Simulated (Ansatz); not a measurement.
**BN: a line through a two-coordinate scan**

One line of a two-coordinate grid on BN (P-6m2, No. 187; 4 atoms in the cell): amplitude of mode 10 (1355 cm⁻¹) is varied, at amplitude of mode 4 (47 cm⁻¹) = −0.145 Å.

Program: Ansatz 0.2.0. Level of theory: DFT PBE+D3(BJ), scalar-relativistic, plane waves, PAW. These are calculated values, not measurements.

## (1) The starting structure

Symmetry: P-6m2, No. 187, hexagonal system. The conventional cell has a = 2.506 Å, b = 2.506 Å, c = 6.592 Å, α = 90.00°, β = 90.00°, γ = 120.00°. B (site symmetry -6m2) has 3 N at 1.45 Å as nearest neighbours. Around N (site symmetry -6m2) lie 3 B at 1.45 Å.

Coordinates:

```xyz
4
Lattice="2.5061 0.0000 0.0000 -1.2531 2.1704 0.0000 0.0000 0.0000 6.5924" Properties=species:S:1:pos:R:3 pbc="T T T"
B     0.0000    0.0000    3.2962
B     0.0000    1.4469    0.0000
N     0.0000    0.0000    0.0000
N     1.2531    0.7235    3.2962
```

It is the result of an earlier relaxation at this level (volume 8.96 Å³/atom; gap on the mesh: 4.36 eV).

## (2) What is varied

The energy is mapped over two normal modes frozen in (zone-centre modes of the cell shown).

- amplitude of mode 4 (47 cm⁻¹), largest displacement: 7 values from −0.434 to 0.434 Å
- amplitude of mode 10 (1355 cm⁻¹), largest displacement: 7 values from −0.064 to 0.064 Å

Nothing else is relaxed (the cell and all other modes fixed). Energies count from the relaxed high-symmetry cell. Points are written as (first, second).

The modes come from a phonon run on the reference cell, made beforehand.

Displacement patterns for an amplitude of 1 (Å):

| atom | x1 | y1 | z1 | x2 | y2 | z2 |
| --- | --- | --- | --- | --- | --- | --- |
| B1 | 0.998 | 0.000 | 0.000 | 0.000 | 1.000 | 0.000 |
| B2 | -1.000 | 0.000 | 0.000 | 0.000 | 0.353 | 0.000 |
| N3 | -0.995 | 0.000 | 0.000 | 0.000 | -0.272 | 0.000 |
| N4 | 0.997 | 0.000 | 0.000 | 0.000 | -0.772 | 0.000 |

## (3) Grid point (−0.145 Å, −0.064 Å)

Contents of input.yaml:

```yaml
crystal:
  lattice:
    - [2.5061127838, 0.0, 0.0]
    - [-1.2530563919, 2.1703573356, 0.0]
    - [0.0, 0.0, 6.592399887]
  atoms:
    - { symbol: B, position: [-0.0723829998, -0.0294882317, 0.5] }
    - { symbol: B, position: [0.3858684321, 0.6562592202, 0.0] }
    - { symbol: "N", position: [0.0614762839, 0.0080314294, 0.0] }
    - { symbol: "N", position: [0.6205081388, 0.356091672, 0.5] }
basis:
  ecutwfc: 520.0
kpoints:
  mp_grid: { grid: [12, 12, 4] }
hamiltonian:
  xc: pbe
  dispersion: d3bj
scf:
  occupations: { method: methfessel_paxton, width: 0.05 }
output:
  forces: true
  stress: true
  eigenvalues: true
```

The run is started by

```sh
> ansatz run input.yaml --threads 1 --pin off --max-ram 2048MiB --backend cpu --events-out ev --progress --plain --runs-dir out
```

Standard output, shortened:

```text
Warning: RAYON_NUM_THREADS=1 ignored (pool sized by the plan → 1); use --threads N
[...]
Pseudopotentials: kind: paw
Pseudopotential: B, paw, valence charge 3, recommended cutoff 420 eV (normal), B.paw.azcp
Pseudopotential: N, paw, valence charge 5, recommended cutoff 420 eV (normal), N.paw.azcp
Functional definition: PBE
[...]
Crystal: 4 atoms, lattice volume = 35.857 Å³
Basis set: ecut = 520 eV, 985 PW (Γ), exchange–correlation on 40×40×100 points (8 copies of the dense FFT grid, shifted against one another)
Bands: 12, of which v1, the nominal top of the filled ones, is band 8 counted from 1 (7 counted from 0)
Symmetry: 2 space group operations
Space group: Pm (ITA 6), of the structure as read, at distance tolerance 3.3e-5 Å
k-points: 222 of 576 (time reversal used)
[...]
SCF iter   1: F=—  HF=-1085.047886 eV  |F-HF|=—  |Δ(HF+E_count)|=         —  Δρ=2.04e-3  dr2=3.90e-4  ethr=1.77e-3  ⟨swp⟩=6.6  Hψ=16439  notcnv=0
[...]
SCF iter   5: F=-1085.049613 eV  HF=-1085.049613 eV  |F-HF|=5.93e-10  |Δ(HF+E_count)|=   6.98e-7  S|Δr|=    0.00e0  Δρ=1.04e-5  dr2=2.98e-8  ethr=6.25e-10  ⟨swp⟩=6.3  Hψ=13102  notcnv=0
[...]
SCF converged after 5 iterations
Stability not checked: this state was not tested for a lower state beside it, because cold or Methfessel-Paxton smearing, or corrected tetrahedra, fill the levels in a way that the test cannot read (fill_not_monotonic; see scf.lower_state_search)
Free energy (F): -1085.049613 eV
[...]
E sigma→0 (E₀):  -1085.049613 eV
Fermi energy:    6.803876 eV
Step filling:    the computed levels leave a gap of 3.9507 eV = 79.0 smearing widths at the electron count; against every level under it full and every level over it empty, smearing changes F+E_penalty+E_count by +0.00e0 meV and its σ→0 estimate by +0.00e0 meV
[...]
--- Forces (eV/Å), atoms counted from 1 ---
  atom   1  B      0.01624468     5.56899990     0.00000000
  atom   2  B     -0.01357419     1.75224341     0.00000000
  atom   3  N     -0.00877852    -1.75987041    -0.00000000
  atom   4  N      0.00610896    -5.56148218    -0.00000000
[...]
--- Stress (GPa, compression-positive) ---
       -5.547785       0.233208       0.000000
        0.233207      14.895877       0.000000
        0.000000       0.000000       0.146611
  P = ⅓ Tr σ = 3.1649 GPa (31.649 kbar)
--- Band table (eV; the first three rows and the last of 222) ---
  k-point 0: bands = ["-13.0031", "-12.6816", "-1.4428", "0.7330", "2.2828", "2.9724", "3.8868", "4.7972", "10.0861", "14.8164", "15.1294", "15.7534"]
[...]
```

It took 12 s on 1 thread of Arm Neoverse V1, shared host; peak memory 0.42 GiB.

That is 335 meV from the zero.

## (4) Point (−0.145 Å, −0.043 Å)

Contents of input.yaml:

```yaml
crystal:
  lattice:
    - [2.5061127838, 0.0, 0.0]
    - [-1.2530563919, 2.1703573356, 0.0]
    - [0.0, 0.0, 6.592399887]
  atoms:
    - { symbol: B, position: [-0.0674759737, -0.0196741796, 0.5] }
    - { symbol: B, position: [0.3876002963, 0.6597229485, 0.0] }
    - { symbol: "N", position: [0.0601398039, 0.0053584693, 0.0] }
    - { symbol: "N", position: [0.616721009, 0.3485174124, 0.5] }
basis:
  ecutwfc: 520.0
kpoints:
  mp_grid: { grid: [12, 12, 4] }
hamiltonian:
  xc: pbe
  dispersion: d3bj
scf:
  occupations: { method: methfessel_paxton, width: 0.05 }
output:
  forces: true
  stress: true
  eigenvalues: true
```

The run is started by

```sh
> ansatz run input.yaml --threads 1 --pin off --max-ram 2048MiB --backend cpu --events-out ev --progress --plain --runs-dir out
```

Standard output, shortened:

```text
Warning: RAYON_NUM_THREADS=1 ignored (pool sized by the plan → 1); use --threads N
[...]
[... 4 set-up lines as earlier in the session ...]
[...]
Crystal: 4 atoms, lattice volume = 35.857 Å³
Basis set: ecut = 520 eV, 985 PW (Γ), exchange–correlation on 40×40×100 points (8 copies of the dense FFT grid, shifted against one another)
Bands: 12, of which v1, the nominal top of the filled ones, is band 8 counted from 1 (7 counted from 0)
[... 2 set-up lines as earlier in the session ...]
k-points: 222 of 576 (time reversal used)
[...]
SCF iter   1: F=—  HF=-1085.237468 eV  |F-HF|=—  |Δ(HF+E_count)|=         —  Δρ=1.89e-3  dr2=3.66e-4  ethr=1.77e-3  ⟨swp⟩=6.6  Hψ=16456  notcnv=0
[...]
Free energy (F): -1085.239044 eV
[...]
E sigma→0 (E₀):  -1085.239044 eV
Fermi energy:    6.894280 eV
Step filling:    the computed levels leave a gap of 4.0624 eV = 81.2 smearing widths at the electron count; against every level under it full and every level over it empty, smearing changes F+E_penalty+E_count by +0.00e0 meV and its σ→0 estimate by +0.00e0 meV
[...]
--- Forces (eV/Å), atoms counted from 1 ---
  atom   1  B      0.01549619     3.49489248     0.00000000
  atom   2  B     -0.01377711     1.14590551     0.00000000
  atom   3  N     -0.01031944    -1.15484970    -0.00000000
  atom   4  N      0.00860282    -3.48600034    -0.00000000
[...]
--- Stress (GPa, compression-positive) ---
       -4.346974       0.241313       0.000000
        0.241312       8.340630       0.000000
        0.000000       0.000000       0.167645
  P = ⅓ Tr σ = 1.3871 GPa (13.871 kbar)
--- Band table (eV; the first three rows and the last of 222) ---
  k-point 0: bands = ["-12.9964", "-12.6749", "-1.4315", "0.7494", "2.6833", "3.1298", "3.7421", "4.3915", "10.0894", "15.1295", "15.3275", "15.9611"]
[...]
```

Run time: 12 s. Hardware: 1 thread of Arm Neoverse V1, shared host; peak memory 0.42 GiB.

That is 146 meV from the zero.

## (5) The run at (−0.145 Å, −0.021 Å)

Contents of input.yaml:

```yaml
crystal:
  lattice:
    - [2.5061127838, 0.0, 0.0]
    - [-1.2530563919, 2.1703573356, 0.0]
    - [0.0, 0.0, 6.592399887]
  atoms:
    - { symbol: B, position: [-0.06254591, -0.0098140521, 0.5] }
    - { symbol: B, position: [0.3893402912, 0.6632029384, 0.0] }
    - { symbol: "N", position: [0.0587970493, 0.0026729601, 0.0] }
    - { symbol: "N", position: [0.6129160993, 0.3409075929, 0.5] }
basis:
  ecutwfc: 520.0
kpoints:
  mp_grid: { grid: [12, 12, 4] }
hamiltonian:
  xc: pbe
  dispersion: d3bj
scf:
  occupations: { method: methfessel_paxton, width: 0.05 }
output:
  forces: true
  stress: true
  eigenvalues: true
```

The run is started by

```sh
> ansatz run input.yaml --threads 1 --pin off --max-ram 2048MiB --backend cpu --events-out ev --progress --plain --runs-dir out
```

Standard output, shortened:

```text
Warning: RAYON_NUM_THREADS=1 ignored (pool sized by the plan → 1); use --threads N
[...]
[... 4 set-up lines as earlier in the session ...]
[...]
Crystal: 4 atoms, lattice volume = 35.857 Å³
Basis set: ecut = 520 eV, 985 PW (Γ), exchange–correlation on 40×40×100 points (8 copies of the dense FFT grid, shifted against one another)
Bands: 12, of which v1, the nominal top of the filled ones, is band 8 counted from 1 (7 counted from 0)
[... 2 set-up lines as earlier in the session ...]
k-points: 222 of 576 (time reversal used)
[...]
SCF iter   1: F=—  HF=-1085.345580 eV  |F-HF|=—  |Δ(HF+E_count)|=         —  Δρ=1.84e-3  dr2=3.87e-4  ethr=1.77e-3  ⟨swp⟩=6.6  Hψ=16469  notcnv=0
[...]
Free energy (F): -1085.347051 eV
[...]
E sigma→0 (E₀):  -1085.347051 eV
Fermi energy:    6.906873 eV
Step filling:    the computed levels leave a gap of 4.0383 eV = 80.8 smearing widths at the electron count; against every level under it full and every level over it empty, smearing changes F+E_penalty+E_count by +0.00e0 meV and its σ→0 estimate by +0.00e0 meV
[...]
--- Forces (eV/Å), atoms counted from 1 ---
  atom   1  B      0.01435606     1.64210347     0.00000000
  atom   2  B     -0.01397038     0.56049380     0.00000000
  atom   3  N     -0.01177047    -0.57020042    -0.00000000
  atom   4  N      0.01138801    -1.63243137    -0.00000000
[...]
--- Stress (GPa, compression-positive) ---
       -2.521494       0.248589       0.000000
        0.248588       3.460071       0.000000
        0.000000       0.000000       0.184474
  P = ⅓ Tr σ = 0.3744 GPa (3.744 kbar)
--- Band table (eV; the first three rows and the last of 222) ---
  k-point 0: bands = ["-12.9926", "-12.6709", "-1.4249", "0.7589", "3.1030", "3.2866", "3.5927", "3.9673", "10.0917", "15.1291", "15.8763", "16.1712"]
[...]
```

Wall time 11 s (1 thread of Arm Neoverse V1, shared host); peak memory 0.42 GiB.

Energy on the map's scale: 38 meV.

## (6) Grid point (−0.145 Å, 0.000 Å)

Contents of input.yaml:

```yaml
crystal:
  lattice:
    - [2.5061127838, 0.0, 0.0]
    - [-1.2530563919, 2.1703573356, 0.0]
    - [0.0, 0.0, 6.592399887]
  atoms:
    - { symbol: B, position: [-0.0576388839, 0.0, 0.5] }
    - { symbol: B, position: [0.3910721554, 0.6666666667, 0.0] }
    - { symbol: "N", position: [0.0574605692, 0.0, 0.0] }
    - { symbol: "N", position: [0.6091289695, 0.3333333333, 0.5] }
basis:
  ecutwfc: 520.0
kpoints:
  mp_grid: { grid: [12, 12, 4] }
hamiltonian:
  xc: pbe
  dispersion: d3bj
scf:
  occupations: { method: methfessel_paxton, width: 0.05 }
output:
  forces: true
  stress: true
  eigenvalues: true
```

The run is started by

```sh
> ansatz run input.yaml --threads 1 --pin off --max-ram 2048MiB --backend cpu --events-out ev --progress --plain --runs-dir out
```

Standard output, shortened:

```text
Warning: RAYON_NUM_THREADS=1 ignored (pool sized by the plan → 1); use --threads N
[...]
[... 4 set-up lines as earlier in the session ...]
[...]
Crystal: 4 atoms, lattice volume = 35.857 Å³
Basis set: ecut = 520 eV, 985 PW (Γ), exchange–correlation on 40×40×100 points (8 copies of the dense FFT grid, shifted against one another)
Bands: 12, of which v1, the nominal top of the filled ones, is band 8 counted from 1 (7 counted from 0)
[... 2 set-up lines as earlier in the session ...]
k-points: 222 of 576 (time reversal used)
[...]
SCF iter   1: F=—  HF=-1085.379557 eV  |F-HF|=—  |Δ(HF+E_count)|=         —  Δρ=1.83e-3  dr2=3.97e-4  ethr=1.77e-3  ⟨swp⟩=6.6  Hψ=16428  notcnv=0
[...]
Free energy (F): -1085.380997 eV
[...]
E sigma→0 (E₀):  -1085.380997 eV
Fermi energy:    6.873233 eV
Step filling:    the computed levels leave a gap of 3.9513 eV = 79.0 smearing widths at the electron count; against every level under it full and every level over it empty, smearing changes F+E_penalty+E_count by +0.00e0 meV and its σ→0 estimate by +0.00e0 meV
[...]
--- Forces (eV/Å), atoms counted from 1 ---
  atom   1  B      0.01291097    -0.00304683    -0.00000000
  atom   2  B     -0.01416556     0.00079751     0.00000000
  atom   3  N     -0.01306744    -0.01074712    -0.00000000
  atom   4  N      0.01432583     0.01299603     0.00000000
[...]
--- Stress (GPa, compression-positive) ---
       -0.043320       0.254937       0.000000
        0.254937       0.017405       0.000000
        0.000000       0.000000       0.196249
  P = ⅓ Tr σ = 0.0568 GPa (0.568 kbar)
--- Band table (eV; the first three rows and the last of 222) ---
  k-point 0: bands = ["-12.9913", "-12.6696", "-1.4228", "0.7620", "3.4304", "3.4480", "3.5310", "3.5410", "10.0925", "15.1288", "16.3496", "16.3668"]
[...]
```

It took 11 s on 1 thread of Arm Neoverse V1, shared host; peak memory 0.42 GiB.

On the map this point reads 4.1 meV.

## (7) Point (−0.145 Å, 0.021 Å)

Contents of input.yaml:

```yaml
crystal:
  lattice:
    - [2.5061127838, 0.0, 0.0]
    - [-1.2530563919, 2.1703573356, 0.0]
    - [0.0, 0.0, 6.592399887]
  atoms:
    - { symbol: B, position: [-0.0527318579, 0.0098140521, 0.5] }
    - { symbol: B, position: [0.3928040195, 0.6701303949, 0.0] }
    - { symbol: "N", position: [0.0561240892, -0.0026729601, 0.0] }
    - { symbol: "N", position: [0.6053418397, 0.3257590738, 0.5] }
basis:
  ecutwfc: 520.0
kpoints:
  mp_grid: { grid: [12, 12, 4] }
hamiltonian:
  xc: pbe
  dispersion: d3bj
scf:
  occupations: { method: methfessel_paxton, width: 0.05 }
output:
  forces: true
  stress: true
  eigenvalues: true
```

The run is started by

```sh
> ansatz run input.yaml --threads 1 --pin off --max-ram 2048MiB --backend cpu --events-out ev --progress --plain --runs-dir out
```

Standard output, shortened:

```text
[...]
SCF converged after 5 iterations
Stability not checked: this state was not tested for a lower state beside it, because cold or Methfessel-Paxton smearing, or corrected tetrahedra, fill the levels in a way that the test cannot read (fill_not_monotonic; see scf.lower_state_search)
Free energy (F): -1085.349014 eV
[...]
E sigma→0 (E₀):  -1085.349014 eV
Fermi energy:    6.833297 eV
Step filling:    the computed levels leave a gap of 3.8783 eV = 77.6 smearing widths at the electron count; against every level under it full and every level over it empty, smearing changes F+E_penalty+E_count by +0.00e0 meV and its σ→0 estimate by +0.00e0 meV
[...]
--- Forces (eV/Å), atoms counted from 1 ---
  atom   1  B      0.01123874    -1.46637301    -0.00000000
  atom   2  B     -0.01437015    -0.53645429    -0.00000000
  atom   3  N     -0.01419382     0.52669415     0.00000000
  atom   4  N      0.01732883     1.47616426     0.00000000
[...]
--- Stress (GPa, compression-positive) ---
        3.109893       0.260317       0.000000
        0.260318      -2.254116      -0.000000
        0.000000      -0.000000       0.202903
  P = ⅓ Tr σ = 0.3529 GPa (3.529 kbar)
--- Band table (eV; the first three rows and the last of 222) ---
  k-point 0: bands = ["-12.9924", "-12.6707", "-1.4246", "0.7592", "3.0968", "3.2853", "3.5938", "3.9739", "10.0917", "15.1287", "15.8465", "16.1705"]
[...]
```

It took 12 s on 1 thread of Arm Neoverse V1, shared host; peak memory 0.42 GiB.

On the map this point reads 36 meV.

## (8) The run at (−0.145 Å, 0.043 Å)

Contents of input.yaml:

```yaml
crystal:
  lattice:
    - [2.5061127838, 0.0, 0.0]
    - [-1.2530563919, 2.1703573356, 0.0]
    - [0.0, 0.0, 6.592399887]
  atoms:
    - { symbol: B, position: [-0.0478017941, 0.0196741796, 0.5] }
    - { symbol: B, position: [0.3945440144, 0.6736103848, 0.0] }
    - { symbol: "N", position: [0.0547813346, -0.0053584693, 0.0] }
    - { symbol: "N", position: [0.60153693, 0.3181492543, 0.5] }
basis:
  ecutwfc: 520.0
kpoints:
  mp_grid: { grid: [12, 12, 4] }
hamiltonian:
  xc: pbe
  dispersion: d3bj
scf:
  occupations: { method: methfessel_paxton, width: 0.05 }
output:
  forces: true
  stress: true
  eigenvalues: true
```

The run is started by

```sh
> ansatz run input.yaml --threads 1 --pin off --max-ram 2048MiB --backend cpu --events-out ev --progress --plain --runs-dir out
```

Standard output, shortened:

```text
[...]
SCF converged after 5 iterations
Stability not checked: this state was not tested for a lower state beside it, because cold or Methfessel-Paxton smearing, or corrected tetrahedra, fill the levels in a way that the test cannot read (fill_not_monotonic; see scf.lower_state_search)
Free energy (F): -1085.257576 eV
[...]
E sigma→0 (E₀):  -1085.257576 eV
Fermi energy:    6.791304 eV
Step filling:    the computed levels leave a gap of 3.8109 eV = 76.2 smearing widths at the electron count; against every level under it full and every level over it empty, smearing changes F+E_penalty+E_count by +0.00e0 meV and its σ→0 estimate by +0.00e0 meV
[...]
--- Forces (eV/Å), atoms counted from 1 ---
  atom   1  B      0.00940601    -2.75908942    -0.00000000
  atom   2  B     -0.01459469    -1.05394439    -0.00000000
  atom   3  N     -0.01513729     1.04471608     0.00000000
  atom   4  N      0.02032845     2.76837406     0.00000000
[...]
--- Stress (GPa, compression-positive) ---
        6.943924       0.264720       0.000000
        0.264720      -3.557957      -0.000000
        0.000000      -0.000000       0.204788
  P = ⅓ Tr σ = 1.1969 GPa (11.969 kbar)
--- Band table (eV; the first three rows and the last of 222) ---
  k-point 0: bands = ["-12.9953", "-12.6736", "-1.4302", "0.7511", "2.6565", "3.1271", "3.7465", "4.4162", "10.0885", "15.1291", "15.2588", "15.9504"]
[...]
```

Run time: 11 s. Hardware: 1 thread of Arm Neoverse V1, shared host; peak memory 0.42 GiB.

That is 128 meV from the zero.

## (9) Point (−0.145 Å, 0.064 Å)

Contents of input.yaml:

```yaml
crystal:
  lattice:
    - [2.5061127838, 0.0, 0.0]
    - [-1.2530563919, 2.1703573356, 0.0]
    - [0.0, 0.0, 6.592399887]
  atoms:
    - { symbol: B, position: [-0.0428947681, 0.0294882317, 0.5] }
    - { symbol: B, position: [0.3962758786, 0.6770741131, 0.0] }
    - { symbol: "N", position: [0.0534448545, -0.0080314294, 0.0] }
    - { symbol: "N", position: [0.5977498002, 0.3105749947, 0.5] }
basis:
  ecutwfc: 520.0
kpoints:
  mp_grid: { grid: [12, 12, 4] }
hamiltonian:
  xc: pbe
  dispersion: d3bj
scf:
  occupations: { method: methfessel_paxton, width: 0.05 }
output:
  forces: true
  stress: true
  eigenvalues: true
```

The run is started by

```sh
> ansatz run input.yaml --threads 1 --pin off --max-ram 2048MiB --backend cpu --events-out ev --progress --plain --runs-dir out
```

Standard output, shortened:

```text
[...]
SCF converged after 5 iterations
Stability not checked: this state was not tested for a lower state beside it, because cold or Methfessel-Paxton smearing, or corrected tetrahedra, fill the levels in a way that the test cannot read (fill_not_monotonic; see scf.lower_state_search)
Free energy (F): -1085.114541 eV
[...]
E sigma→0 (E₀):  -1085.114541 eV
Fermi energy:    6.756201 eV
Step filling:    the computed levels leave a gap of 3.7332 eV = 74.7 smearing widths at the electron count; against every level under it full and every level over it empty, smearing changes F+E_penalty+E_count by +0.00e0 meV and its σ→0 estimate by +0.00e0 meV
[...]
--- Forces (eV/Å), atoms counted from 1 ---
  atom   1  B      0.00749990    -3.86635239    -0.00000000
  atom   2  B     -0.01484107    -1.54700569    -0.00000000
  atom   3  N     -0.01588784     1.53856102     0.00000000
  atom   4  N      0.02323113     3.87487066     0.00000000
[...]
--- Stress (GPa, compression-positive) ---
       11.378107       0.268062       0.000000
        0.268064      -4.043229      -0.000000
        0.000000      -0.000000       0.202373
  P = ⅓ Tr σ = 2.5124 GPa (25.124 kbar)
--- Band table (eV; the first three rows and the last of 222) ---
  k-point 0: bands = ["-12.9997", "-12.6779", "-1.4390", "0.7383", "2.2206", "2.9680", "3.8975", "4.8506", "10.0822", "14.7218", "15.1299", "15.7326"]
[...]
```

Run time: 11 s. Hardware: 1 thread of Arm Neoverse V1, shared host; peak memory 0.42 GiB.

On the map this point reads 271 meV.

## (10) Results

| amplitude of mode 10 (1355 cm⁻¹), largest displacement (Å) | step | energy (meV) | slope (meV per Å) | pressure (GPa) | band gap on the k-mesh (eV) | largest force on an atom (eV/Å) |
| --- | --- | --- | --- | --- | --- | --- |
| −0.064 | 3 | 335 | −10959 | 3.17 | 3.95 | 5.57 |
| −0.043 | 4 | 146 | −6904 | 1.39 | 4.06 | 3.50 |
| −0.021 | 5 | 38 | −3255 | 0.37 | 4.04 | 1.64 |
| 0.000 | 6 | 4.1 | 10 | 0.06 | 3.95 | 0.02 |
| 0.021 | 7 | 36 | 2938 | 0.35 | 3.88 | 1.48 |
| 0.043 | 8 | 128 | 5552 | 1.20 | 3.81 | 2.77 |
| 0.064 | 9 | 271 | 7822 | 2.51 | 3.73 | 3.88 |

Energies count from the relaxed high-symmetry cell. Slopes come from the forces (and the stress, where the cell changes), not from differences of energies.

In words: Along the line the energy is lowest at 0.000 Å, 4.1 meV from the zero. A fit to energies and slopes at the lowest point and its two neighbours puts the minimum at −0.0001 Å, with a curvature of about 150000 meV per Å². The highest point computed, at −0.064 Å, lies 331 meV above the lowest. This is one cut through a surface in two coordinates; the map's lowest point lies off it. With the other coordinates free, the energies away from the reference would be the same or lower.

The gaps are Kohn-Sham values of a semilocal functional, not quasiparticle or optical gaps. Such gaps usually fall short of the measured ones.
